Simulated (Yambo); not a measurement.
# InP (F-43m) in Yambo: a series of runs

The runs below take InP through Hartree-Fock levels, G0W0 quasiparticle levels, optical spectrum, with PBE.

Program: Yambo 5.3.0. These are calculated values, not measurements. Logs are shortened: lines on timing, memory, paths and dates and some standing lists are left out, and cuts for length are marked.

**Experimental background.**

A printed reference work, data compilation reports, for a bulk crystal of InP at 1.6 K: band gap 1.4236 eV (direct).

The results are compared with them further down.

## 1. The structure

It takes space group F-43m (No. 216, cubic). The conventional cell has a = 5.861 Å, b = 5.861 Å, c = 5.861 Å, α = 90.00°, β = 90.00°, γ = 90.00°. In (site symmetry -43m) is surrounded by 4 P at 2.54 Å. Around P (site symmetry -43m) lie 4 In at 2.54 Å.

## 2. Hartree-Fock levels, PBE

hf1.in reads:

```
rim_cut
HF_and_locXC
RandQpts= 1000000
RandGvec= 50 RL
EXXRLvcs= 70 Ry
VXCRLvcs= 70 Ry
% QPkrange
 1 | 1 | 7 | 11 |
%
```

scf.in reads:

```
&CONTROL
  calculation = 'scf'
  prefix = 'pwscf'
  outdir = './tmp'
  pseudo_dir = './pseudo'
/
&SYSTEM
  ibrav = 0
  nat = 2
  ntyp = 2
  ecutwfc = 70
  nbnd = 15
  occupations = 'smearing'
  smearing = 'fd'
  degauss = 0.00367493
  force_symmorphic = .true.
/
&ELECTRONS
  conv_thr = 4d-10
  electron_maxstep = 120
  mixing_beta = 0.5
/
ATOMIC_SPECIES
In   114.8180 In.upf
P     30.9738 P.upf
CELL_PARAMETERS angstrom
   0.0000000000    2.9305000000    2.9305000000
   2.9305000000    0.0000000000    2.9305000000
   2.9305000000    2.9305000000    0.0000000000
ATOMIC_POSITIONS crystal
In     0.0000000000    0.0000000000    0.0000000000
P      0.7500000000    0.7500000000    0.7500000000
K_POINTS automatic
8 8 8 0 0 0
```

nscf.in reads:

```
&CONTROL
  calculation = 'nscf'
  prefix = 'pwscf'
  outdir = './tmp'
  pseudo_dir = './pseudo'
/
&SYSTEM
  ibrav = 0
  nat = 2
  ntyp = 2
  ecutwfc = 70
  nbnd = 109
  occupations = 'fixed'
  force_symmorphic = .true.
/
&ELECTRONS
  conv_thr = 1d-08
  diago_full_acc = .true.
  diago_thr_init = 1d-06
/
ATOMIC_SPECIES
In   114.8180 In.upf
P     30.9738 P.upf
CELL_PARAMETERS angstrom
   0.0000000000    2.9305000000    2.9305000000
   2.9305000000    0.0000000000    2.9305000000
   2.9305000000    2.9305000000    0.0000000000
ATOMIC_POSITIONS crystal
In     0.0000000000    0.0000000000    0.0000000000
P      0.7500000000    0.7500000000    0.7500000000
K_POINTS automatic
6 6 6 0 0 0
```

Potentials or basis: PseudoDojo 0.4.1 SR PBE standard.

Started as:

```console
$ OMP_NUM_THREADS=1 pw.x -in scf.in > scf.out
$ OMP_NUM_THREADS=1 pw.x -in nscf.in > nscf.out
$ cd tmp/pwscf.save; p2y; mv SAVE ../..; cd ../..
$ OMP_NUM_THREADS=1 yambo
$ mkdir -p hf1; ln -s $PWD/g0w00/ndb.RIM hf1/
$ OMP_NUM_THREADS=1 yambo -F hf1.in -J hf1 -C hf1_out
```

Yambo's report:

```text
[... sections 02.01 to 02.04 as in the set-up run ...]

  [02.05] Energies & Occupations
  ==============================

  [X] === General ===
  [X] Electronic Temperature                        :  0.000000  0.000000 [eV K]
  [X] Bosonic    Temperature                        :  0.000000  0.000000 [eV K]
  [X] Finite Temperature mode                       : no
  [X] El. density                                   :  0.35762E+24 [cm-3]
  [X] Fermi Level                                   :  7.141852 [eV]

  [X] === Gaps and Widths ===
  [X] Conduction Band Min                           :  0.711354 [eV]
  [X] Valence Band Max                              :  0.000000 [eV]
  [X] Filled Bands                                  :   9
  [X] Empty Bands                                   :   10  109
  [X] Direct Gap                                    :  0.711354 [eV]
  [X] Direct Gap localized at k                     :  1
  [X] Indirect Gap                                  :  0.711354 [eV]
  [X] Indirect Gap between kpts                     :  1  1
  [X] Last valence band width                       :  2.779553 [eV]
  [X] 1st conduction band width                     :  2.945687 [eV]

 [03] Transferred momenta grid and indexing
 ==========================================

 IBZ Q-points                                      :  16
 BZ  Q-points                                      :  216

 K/Q-points units:
 rlu = crystal or reduced units; cc = cartesian coordinates; iku = interal k-units

 Q [ 1]         [rlu]:  0.000000  0.000000  0.000000
 Q [ 2]         [rlu]: -0.14276E-17 -0.14276E-17  0.16667
 Q [ 3]         [rlu]: -0.28552E-17 -0.28552E-17  0.33333
 Q [ 4]         [rlu]: -0.10839E-15 -0.52875E-16 -0.50000
 Q [ 5]         [rlu]:  0.58249E-19  0.16667      0.16667
 Q [ 6]         [rlu]:  0.10804E-16  0.16667      0.33333
 Q [ 7]         [rlu]:  0.83704E-16  0.16667      0.50000
 Q [ 8]         [rlu]: -0.10534E-16  0.16667     -0.33333
 Q [ 9]         [rlu]:  0.28552E-17  0.16667     -0.16667
 Q [10]         [rlu]:  0.11650E-18  0.33333      0.33333
 Q [11]         [rlu]:  0.25727E-17  0.33333      0.50000
 Q [12]         [rlu]:  0.57104E-17  0.33333     -0.33333
 Q [13]         [rlu]: -0.17475E-18 -0.50000     -0.50000
 Q [14]         [rlu]:  0.166667  0.333333  0.500000
 Q [15]         [rlu]:  0.166667  0.333333 -0.333333
 Q [16]         [rlu]:  0.166667 -0.500000 -0.333333

 [04] Coloumb potential Random Integration (RIM)
 ===============================================

 Summary of Coulomb integrals for non-metallic bands |Q|[au] RIM/Bare

 Q [1] 0.100000E-4 0.995988 * Q [2] 0.163764 1.065884
 Q [5] 0.189098 1.064810 * Q [9] 0.267426 1.027704
 Q [6] 0.313584 1.020409 * Q [3] 0.327528 1.017918
 Q [10] 0.378197 1.014680 * Q [8] 0.412131 1.012308
 Q [14] 0.422837 1.011664 * Q [7] 0.463195 1.009814
 Q [11] 0.491292 1.009050 * Q [4] 0.491292 1.009072
 Q [12] 0.534851 1.007954 * Q [15] 0.559361 1.007414
 Q [13] 0.567295 1.007324 * Q [16] 0.597982 1.006669

 [05] Local Exchange-Correlation + Non-Local Fock
 ================================================

 [VXC] Plane waves :   3479
 [EXS] Plane waves :   3479

 QP @ state[ 1 ] K range:  1  1
 QP @ state[ 1 ] b range:   7  11

 [WF-HF/Rho loader] Normalization (few states)  min/max  :  0.55144E-17   1.0000

 [xc] Functional : Perdew, Burke & Ernzerhof(X)+Perdew, Burke & Ernzerhof(C)
 [xc] LIBXC used to calculate xc functional
  PP Number of Atomic Species                      :  2
  NLCC RL compoments                               :  26813
  PP Number of Atomic Species                      :  2
  NLCC RL compoments                               :  26813
 [WR./hf1//ndb.HF_and_locXC]-----------------------------------------------------
  Brillouin Zone Q/K grids (IBZ/BZ)                :   16  216   16  216
  RL vectors                                       :   4279 [WF]
  Fragmentation                                    : no
  Electronic Temperature                           :  0.000000 [K]
  Bosonic    Temperature                           :  0.000000 [K]
  Green`s function   wavefunctions                 : Perdew, Burke & Ernzerhof(X)+Perdew, Burke & Ernzerhof(C)
  Total number of QP states                        :   5
  Exchange RL vectors                              :   3479
  Exchange summation bands                         :   9
  RIM RL components                                :   51
  RIM random points                                :  1000000

 [xc] E_xc :  -9.142007 [Ha]
      E_xc :  -18.28401 [Ry]

  Local XC kind (lXC) : Perdew, Burke & Ernzerhof(X)+Perdew, Burke & Ernzerhof(C)
  Non-Local XC kind (nlXC) : Hartree-Fock

  Corrections @ K [1] :  [eV]
 <7|nlXC|7> = -13.97057 -0.18230E-18 <7|lXC|7> = -12.48958  0.23594E-16
 <8|nlXC|8> = -13.97056 -0.47572E-17 <8|lXC|8> = -12.48958  0.18876E-15
 <9|nlXC|9> = -13.97056 -0.69023E-17 <9|lXC|9> = -12.48958 -0.14996E-18
 <10|nlXC|10> = -7.931386  0.13760E-17 <10|lXC|10> = -11.31936  0.27726E-19
 <11|nlXC|11> = -6.507048  0.79903E-18 <11|lXC|11> = -10.15543  0.18882E-15
```

It took 92 s on 1 thread of Arm Neoverse V1, shared host; peak memory 0.28 GiB.

What came out:

```yaml
Band_gap_on_the_k_mesh_mean-field_level: 0.71 eV, direct
Quasiparticle_gap: 5.58 eV
Least_direct_quasiparticle_gap: 5.58 eV
Quasiparticle_gap_at_Γ: 5.58 eV
Band_gap_of_the_same_states_before_the_correction: 0.71 eV
```

Quasiparticle terms (eV):
```csv
k point,band,Kohn-Sham level,Vxc,Σx,Σc,Z,result
"(0.000, 0.000, 0.000)",7,0.00,-12.49,-13.97,-,-,-1.48
"(0.000, 0.000, 0.000)",8,0.00,-12.49,-13.97,-,-,-1.48
"(0.000, 0.000, 0.000)",9,0.00,-12.49,-13.97,-,-,-1.48
"(0.000, 0.000, 0.000)",10,0.71,-11.32,-7.93,-,-,4.10
"(0.000, 0.000, 0.000)",11,4.09,-10.16,-6.51,-,-,7.74
```

Caveat: the potentials hold a filled d shell without the s and p states of that shell, which can shift GW gaps by tenths of an eV, either way; spin-orbit coupling is left out, which moves the levels of the heavy elements.

## 3. G0W0 quasiparticle levels, PBE

g0w06.in reads:

```
gw0
dyson
el_el_corr
rim_cut
HF_and_locXC
ppa
em1d
RandQpts= 1000000
RandGvec= 50 RL
EXXRLvcs= 70 Ry
VXCRLvcs= 70 Ry
UseNLCC
Chimod= "HARTREE"
% BndsRnXp
 1 | 109 |
%
NGsBlkXp= 6 Ry
% LongDrXp
 1 | 1 | 1 |
%
PPAPntXp= 27.21138 eV
% GbndRnge
 1 | 109 |
%
GTermKind= "none"
DysSolver= "n"
ExtendOut
% QPkrange
 1 | 1 | 9 | 10 |
%
```

scf.in is that of step 2.

nscf.in is that of step 2.

Potentials or basis: PseudoDojo 0.4.1 SR PBE standard.

Started as:

```console
$ OMP_NUM_THREADS=1 pw.x -in scf.in > scf.out
$ OMP_NUM_THREADS=1 pw.x -in nscf.in > nscf.out
$ cd tmp/pwscf.save; p2y; mv SAVE ../..; cd ../..
$ OMP_NUM_THREADS=1 yambo
$ mkdir -p g0w06; ln -s $PWD/g0w00/ndb.pp* g0w06/
$ mkdir -p g0w06; ln -s $PWD/g0w00/ndb.RIM g0w06/
$ OMP_NUM_THREADS=1 yambo -F g0w06.in -J g0w06 -C g0w06_out
```

Yambo's report:

```text
[... sections 02.01 to 02.04 as in the set-up run ...]

  [02.05] Energies & Occupations
  ==============================

  [X] === General ===
  [X] Electronic Temperature                        :  0.000000  0.000000 [eV K]
  [X] Bosonic    Temperature                        :  0.000000  0.000000 [eV K]
  [X] Finite Temperature mode                       : no
  [X] El. density                                   :  0.35762E+24 [cm-3]
  [X] Fermi Level                                   :  7.141852 [eV]

  [X] === Gaps and Widths ===
  [X] Conduction Band Min                           :  0.711354 [eV]
  [X] Valence Band Max                              :  0.000000 [eV]
  [X] Filled Bands                                  :   9
  [X] Empty Bands                                   :   10  109
  [X] Direct Gap                                    :  0.711354 [eV]
  [X] Direct Gap localized at k                     :  1
  [X] Indirect Gap                                  :  0.711354 [eV]
  [X] Indirect Gap between kpts                     :  1  1
  [X] Last valence band width                       :  2.779553 [eV]
  [X] 1st conduction band width                     :  2.945687 [eV]

 [03] Transferred momenta grid and indexing
 ==========================================
[... 187 lines left out ...]
  - So : Sc(Eo)     - S   : Sc(E)
  - dSp: Sc derivative precision

  - lXC: Local XC (Perdew, Burke & Ernzerhof(X)+Perdew, Burke & Ernzerhof(C))
  -nlXC: non-Local XC (Hartree-Fock)

  QP [eV] @ K [1] (iku):  0.000000  0.000000  0.000000
   B=9 Eo=  0.00 E=  0.05 E-Eo=  0.05 Re(Z)=0.78 Im(Z)=-0.144386E-2 nlXC= -13.9706 lXC= -13.0127 So=  1.02489
   B=10 Eo=  0.71 E=  1.02 E-Eo=  0.31 Re(Z)=0.80 Im(Z)=-0.137206E-2 nlXC= -7.93139 lXC= -11.6944 So= -3.37205

  [WR./g0w06//ndb.QP]-------------------------------------------------------------
   Lattice constants                                :  5.537842  5.537842  5.537842
   Coulomb cutoff potential                         : none
   Electronic Temperature                           :  0.000000 [K]
   Bosonic    Temperature                           :  0.000000 [K]
   Green`s function   energies                      : Perdew, Burke & Ernzerhof(X)+Perdew, Burke & Ernzerhof(C)
   wavefunctions                                    : Perdew, Burke & Ernzerhof(X)+Perdew, Burke & Ernzerhof(C)
   PPA    diel. fun.  energies                      : Perdew, Burke & Ernzerhof(X)+Perdew, Burke & Ernzerhof(C)
   wavefunctions                                    : Perdew, Burke & Ernzerhof(X)+Perdew, Burke & Ernzerhof(C)
   QP tot states                                    :  2
   GW solver                                        : Newton
   GW approximation                                 : PPA
   PPA imaginary Energy                             :  27.21138 ev
   RIM G`s                                          :   51
   RIM random pts                                   :  1000000
   dS/dw steps                                      :  2
   dS/dw step                                       :  0.100000 ev
   X G`s                                            :   89 used
   X G`s                                            :   89 disk
   X bands                                          :    1  109
   X poles                                          :  100.0000 o/o
   X e/h E range                                    : -1.000000 -1.000000 ev
   X Hxc Kernel                                     : HARTREE
   X BZ energy Double Grid                          : no
   X Optical Averaged directions                    : none
   Sc/G bands                                       :    1  109
   Sc/G damping                                     :  0.100000 ev
   Sc bands terminator                              : no
   Sx RL components                                 :   3479

   QP @ state[ 1 ] K range                          :  1  1
   QP @ state[ 1 ] b range                          :   9  10
   GF energies kind                                 : Perdew, Burke & Ernzerhof(X)+Perdew, Burke & Ernzerhof(C)
   GF WF`s kind                                     : Perdew, Burke & Ernzerhof(X)+Perdew, Burke & Ernzerhof(C)
   Xs energies kind                                 : Perdew, Burke & Ernzerhof(X)+Perdew, Burke & Ernzerhof(C)
   Xs WF`s kind                                     : Perdew, Burke & Ernzerhof(X)+Perdew, Burke & Ernzerhof(C)
```

Results:

```
Band gap on the k mesh, mean-field level          : 0.71 eV, direct
Quasiparticle gap                                 : 0.97 eV
Least direct quasiparticle gap                    : 0.97 eV
Quasiparticle gap at Γ                            : 0.97 eV
Band gap of the same states before the correction : 0.71 eV
```

Quasiparticle terms (eV):
| k point | band | Kohn-Sham level | Vxc | Σx | Σc | Z | result |
| --- | --- | --- | --- | --- | --- | --- | --- |
| (0.000, 0.000, 0.000) | 9 | 0.00 | -13.01 | -13.97 | 1.02 | 0.78 | 0.05 |
| (0.000, 0.000, 0.000) | 10 | 0.71 | -11.69 | -7.93 | -3.37 | 0.80 | 1.02 |

Caveat: the potentials hold a filled d shell without the s and p states of that shell, which can shift GW gaps by tenths of an eV, either way; this version prints the column dSc/dw multiplied by 27.2; Vxc holds the model core while the exchange holds valence states alone, which moves gaps by tenths of an eV; spin-orbit coupling is left out, which moves the levels of the heavy elements.

## 4. Optical spectrum, PBE

optics8.in reads:

```
optics
chi
Chimod= "IP"
% BndsRnXd
 1 | 34 |
%
% LongDrXd
 1 | 1 | 1 |
%
% QpntsRXd
 1 | 1 |
%
% EnRngeXd
 0 | 10 | eV
%
% DmRngeXd
 0.2 | 0.2 | eV
%
ETStpsXd= 300
```

scf.in is that of step 3.

nscf.in is that of step 3.

Potentials or basis: PseudoDojo 0.4.1 SR PBE standard.

Started as:

```console
$ OMP_NUM_THREADS=1 pw.x -in scf.in > scf.out
$ OMP_NUM_THREADS=1 pw.x -in nscf.in > nscf.out
$ cd tmp/pwscf.save; p2y; mv SAVE ../..; cd ../..
$ OMP_NUM_THREADS=1 yambo
$ OMP_NUM_THREADS=1 yambo -F optics8.in -J optics8 -C optics8_out
```

Yambo's report:

```text
[... sections 02.01 to 02.04 as in the set-up run ...]

  [02.05] Energies & Occupations
  ==============================

  [X] === General ===
  [X] Electronic Temperature                        :  0.000000  0.000000 [eV K]
  [X] Bosonic    Temperature                        :  0.000000  0.000000 [eV K]
  [X] Finite Temperature mode                       : no
  [X] El. density                                   :  0.35762E+24 [cm-3]
  [X] Fermi Level                                   :  7.141852 [eV]

  [X] === Gaps and Widths ===
  [X] Conduction Band Min                           :  0.711354 [eV]
  [X] Valence Band Max                              :  0.000000 [eV]
  [X] Filled Bands                                  :   9
  [X] Empty Bands                                   :   10  109
  [X] Direct Gap                                    :  0.711354 [eV]
  [X] Direct Gap localized at k                     :  1
  [X] Indirect Gap                                  :  0.711354 [eV]
  [X] Indirect Gap between kpts                     :  1  1
  [X] Last valence band width                       :  2.779553 [eV]
  [X] 1st conduction band width                     :  2.945687 [eV]

 [03] Transferred momenta grid and indexing
 ==========================================

 IBZ Q-points                                      :  16
 BZ  Q-points                                      :  216

 K/Q-points units:
 rlu = crystal or reduced units; cc = cartesian coordinates; iku = interal k-units

 Q [ 1]         [rlu]:  0.000000  0.000000  0.000000
 Q [ 2]         [rlu]: -0.14276E-17 -0.14276E-17  0.16667
 Q [ 3]         [rlu]: -0.28552E-17 -0.28552E-17  0.33333
 Q [ 4]         [rlu]: -0.10839E-15 -0.52875E-16 -0.50000
 Q [ 5]         [rlu]:  0.58249E-19  0.16667      0.16667
 Q [ 6]         [rlu]:  0.10804E-16  0.16667      0.33333
 Q [ 7]         [rlu]:  0.83704E-16  0.16667      0.50000
 Q [ 8]         [rlu]: -0.10534E-16  0.16667     -0.33333
 Q [ 9]         [rlu]:  0.28552E-17  0.16667     -0.16667
 Q [10]         [rlu]:  0.11650E-18  0.33333      0.33333
 Q [11]         [rlu]:  0.25727E-17  0.33333      0.50000
 Q [12]         [rlu]:  0.57104E-17  0.33333     -0.33333
 Q [13]         [rlu]: -0.17475E-18 -0.50000     -0.50000
 Q [14]         [rlu]:  0.166667  0.333333  0.500000
 Q [15]         [rlu]:  0.166667  0.333333 -0.333333
 Q [16]         [rlu]:  0.166667 -0.500000 -0.333333

 [WARNING] [Xd] User bands 1-34 break level degeneracy

 [04] Dipoles
 ============

  [04.01] Setup: observables and procedures
  =========================================

  [WF-Oscillators/G space/Transverse up loader] Normalization (few states)  min/max  :  0.77579E-17   1.0000

  [WR./optics8//ndb.dipoles]------------------------------------------------------
   Brillouin Zone Q/K grids (IBZ/BZ)                :   16  216   16  216
   RL vectors                                       :   4279 [WF]
   Fragmentation                                    : yes
   Electronic Temperature                           :  0.000000 [K]
   Bosonic    Temperature                           :  0.000000 [K]
   DIP band range                                   :    1   34
   DIP band range limits                            :   9  10
   DIP e/h energy range                             : -1.000000 -1.000000 [eV]
   RL vectors in the sum                            :   4279
   [r,Vnl] included                                 : yes
   Bands ordered                                    : yes
   Direct v evaluation                              : no
   Approach used                                    : G-space v
   Dipoles computed                                 : R V P [G-space]
   Wavefunctions                                    : Perdew, Burke & Ernzerhof(X)+Perdew, Burke & Ernzerhof(C)

  [WARNING] [r,Vnl^pseudo] included in position and velocity dipoles.

  [WARNING] In case H contains other non local terms, these are neglected

 [05] Optics
 ===========

 [X-CG] R(p) Tot o/o(of R):    2758   48600     100
```

o-optics8.eps_q1_ip:

```text
# Absorption @ Q(1):  0.577350269     0.577350269     0.577350269    [q->0 direction]
#
# [ X ] Hartree size                              :  1
# [GEN] GF Energies                               : Perdew, Burke & Ernzerhof(X)+Perdew, Burke & Ernzerhof(C)
# [GEN] Green`s Function                          : T-ordered
#
# [GEN] Gauge                                     : Length
# [GEN] [r,Vnl] included                          : yes
#
#    E[1] [eV]          Im(eps)            Re(eps)
#
        0.000000           2.832966           20.00661
        0.033445           2.845296           20.01901
        0.066890           2.882687           20.05630
        0.100334           2.946362           20.11870
        0.133779           3.038441           20.20658
        0.167224           3.162070           20.32037
[... 292 lines left out ...]
        9.966555           1.483628          -1.758572
        10.00000           1.420850          -1.766050
#
```

Run time: 92 s. Hardware: 1 thread of Arm Neoverse V1, shared host; peak memory 0.24 GiB.

Results:

- Band gap on the k mesh, mean-field level: 0.71 eV, direct
- Electronic dielectric constant along the field: 20.01

Dielectric function (along the field direction of the input):
```csv
energy (eV),real part,imaginary part
0.27,20.82,3.77
0.77,11.03,14.75
1.27,11.43,3.21
1.77,17.23,4.82
2.31,12.78,15.07
2.81,6.80,6.57
3.31,10.98,8.01
3.85,13.04,21.05
4.35,-6.84,17.69
4.85,-2.85,9.14
5.38,-0.91,8.79
5.89,-4.10,8.07
6.39,-3.88,8.06
6.92,-3.91,5.11
7.42,-3.93,3.51
7.93,-3.56,2.62
8.46,-2.25,1.71
8.96,-2.28,1.80
9.46,-1.34,1.65
10.00,-1.77,1.42
```

Caveat: spectra need much finer meshes, so this one isn't converged; independent-particle spectra lack excitons; spin-orbit coupling is left out, which moves the levels of the heavy elements.

[end of part 1 of 2]
